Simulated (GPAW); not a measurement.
**TiC in GPAW: convergence with k mesh**

The system is TiC.

```xyz
2
Lattice="0.0000 2.1657 2.1657 2.1657 0.0000 2.1657 2.1657 2.1657 0.0000" Properties=species:S:1:pos:R:3 pbc="T T T"
Ti    0.0000    0.0000    0.0000
C     2.1657    2.1657    2.1657
```

The cell is a database's computed one.

- Program: GPAW 26.7.0
- Task: convergence study
- Functional: RPBE
- Potentials or basis: the program's PAW data sets (release 1.2.1) made for this functional
- Cutoff: 800 eV
- Basis: pw
- k mesh: 3 × 3 × 3
- Occupations: fermi-dirac, width 0.05 eV
- Spin: no spin polarisation

These are the settings of the first run; the series varies k mesh, with any setting tied to it.

Hardware: 1 thread of Intel(R) Xeon(R) Platinum 8559C (Emerald Rapids), with other jobs on the host.

Question: The values tried are 3 × 3 × 3, 4 × 4 × 4, 5 × 5 × 5, 6 × 6 × 6, 7 × 7 × 7, 8 × 8 × 8, 10 × 10 × 10, 12 × 12 × 12, 14 × 14 × 14, loosest first. From which on does the pressure stay within 0.1 GPa of the tightest run that finished?

Answer: From 8 × 8 × 8 on.

| k mesh | energy less the tightest run, at zero smearing (meV/atom) | pressure (GPa) | SCF cycles | CPU time (s) | peak memory (GiB) |
| --- | --- | --- | --- | --- | --- |
| 3 × 3 × 3 | 111.25 | 6.55 | 10 | 3.4 | 0.14 |
| 4 × 4 × 4 | 29.39 | 4.74 | 10 | 4.1 | 0.15 |
| 5 × 5 × 5 | 21.82 | 5.77 | 10 | 4.5 | 0.15 |
| 6 × 6 × 6 | 6.21 | 5.68 | 10 | 5.3 | 0.15 |
| 7 × 7 × 7 | 3.07 | 5.70 | 10 | 5.9 | 0.15 |
| 8 × 8 × 8 | 0.88 | 5.63 | 10 | 7.2 | 0.15 |
| 10 × 10 × 10 | 0.25 | 5.62 | 10 | 10 | 0.16 |
| 12 × 12 × 12 | -0.22 | 5.61 | 10 | 14 | 0.17 |
| 14 × 14 × 14 | 0.00 | 5.59 | 9 | 18 | 0.18 |

Against the tightest run, the energy stays within 1 meV/atom from 8 × 8 × 8 on. Meshes of other sizes hit other points, so gaps and Fermi surfaces needn't settle smoothly. The tightest run that finished is the yardstick and may itself not be fully converged.
